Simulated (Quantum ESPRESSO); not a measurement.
The system is In.

```
In
1.0
     3.33548    0.00000    0.00000
    -1.66774    2.88861    0.00000
     0.00000    0.00000    5.50914
In
2
Direct
  0.66667 0.33333 0.75000
  0.33333 0.66667 0.25000
```

This isn't the form of In at room conditions, which is tetragonal.

| Quantity | Value |
| --- | --- |
| Program | Quantum ESPRESSO 7.5 |
| Task | single point |
| Functional | PBEsol |
| Potentials or basis | GBRV 1.5 PBEsol |
| Cutoff | 762 eV |
| Density cutoff | 6095 eV |
| k mesh | 9 × 9 × 5 |
| Occupations | fermi-dirac, width 0.05 eV |
| Spin | no spin polarisation |

On this cell: pressure -1.6 GPa; largest force under 0.003 eV/Å; band gap on the k mesh none (metal or under the smearing width).

The same run follows on a disturbed copy (atoms moved at random, drawn with an rms of 0.05 Å):

```
In
1.0
     3.33548    0.00000    0.00000
    -1.66774    2.88861    0.00000
     0.00000    0.00000    5.50914
In
2
Direct
  0.67002 0.33591 0.74904
  0.32037 0.68022 0.25626
```

Problem. What changes?

Solution. The energy (extrapolated to zero smearing) moves by +1.3 meV/atom; pressure -1.5 GPa; largest force 0.100 eV/Å; band gap on the k mesh none (metal or under the smearing width).

Forces on the atoms (eV/Å):
```
In  -0.013  0.005  0.099
In   0.013 -0.005 -0.099
```

Stress tensor (GPa, compression positive):
```
-1.55  0.15 -0.02
 0.15 -1.41  0.01
-0.02  0.01 -1.63
```
